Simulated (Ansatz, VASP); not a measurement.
**Two plane-wave programs on BN**

File INCAR:

```
SYSTEM = BN
ALGO = Normal
EDIFF = 1E-6
EDIFFG = -0.002
ENCUT = 600
GGA = PS
IBRION = 2
ISIF = 3
ISMEAR = 0
LASPH = .True.
LCHARG = .False.
LREAL = .False.
LWAVE = .False.
NELM = 100
NSW = 100
PREC = Accurate
SIGMA = 0.02
```

KPOINTS

```
k-points
0
Gamma
  12 12 6
  0 0 0
```

The input POSCAR:

```
BN
1.0
    2.5500000000      0.0000000000      0.0000000000
   -1.2750000000      2.2083647797      0.0000000000
    0.0000000000      0.0000000000      4.2100000000
B N
2 2
Direct
    0.3333333333      0.6666666667      0.0000000000
    0.6666666667      0.3333333333      0.5000000000
    0.3333333333      0.6666666667      0.3740000000
    0.6666666667      0.3333333333      0.8740000000
```

Input for Ansatz:

```yaml
crystal:
  lattice:
    - [2.55, 0.0, 0.0]
    - [-1.275, 2.2083647797, 0.0]
    - [0.0, 0.0, 4.21]
  atoms:
    - { symbol: B, position: [0.3333333333, 0.6666666667, 0.0] }
    - { symbol: B, position: [0.6666666667, 0.3333333333, 0.5] }
    - { symbol: "N", position: [0.3333333333, 0.6666666667, 0.374] }
    - { symbol: "N", position: [0.6666666667, 0.3333333333, 0.874] }
basis:
  ecutwfc: 420
kpoints:
  mp_grid: { grid: [12, 12, 6] }
hamiltonian:
  xc: pbesol
  pseudopotentials: { kind: paw, azcp: { folder: soft_1 } }
scf:
  occupations: { method: gaussian, width: 0.02 }
output:
  forces: true
  stress: true
  eigenvalues: true
  write_density: true
  write_potential: true
  elf: true
  volumetric_format: npy
relax:
  adjacent_minimum: "off"
  f_tol: 0.002
  max_steps: 80
  cell: { stress_tol: 0.02 }
```

Measurements of this composition are mostly on another form, of space group No. 194.

Alike in both runs: task relaxation of cell and atoms; functional PBEsol; k mesh 12 × 12 × 6; occupations gaussian, width 0.02 eV; no spin polarisation.

```csv
,VASP,Ansatz
version,VASP 6.6.1,Ansatz 0.2.0
potentials or method,"VASP PAW PBE potentials, release 64 (B, N)","scalar-relativistic, plane waves, PAW"
plane-wave cutoff (eV),600,420
valence electrons in the cell,16,16
```

```tsv
	VASP	Ansatz	Ansatz less VASP
gap on the k mesh at the Fermi level, each at its own relaxed structure (eV)	4.95	4.96	+0.013
relaxed volume (Å³/atom)	5.88	5.87	-0.008
relaxed cell length with the largest relative difference (Å)	2.542	2.541	-0.0011
```

Ansatz warned: «pseudo_functional_mismatch».

Caveats: the PAW data sets were made with another functional, which shifts forces and pressure a little (VASP). A k mesh can miss the band edges.
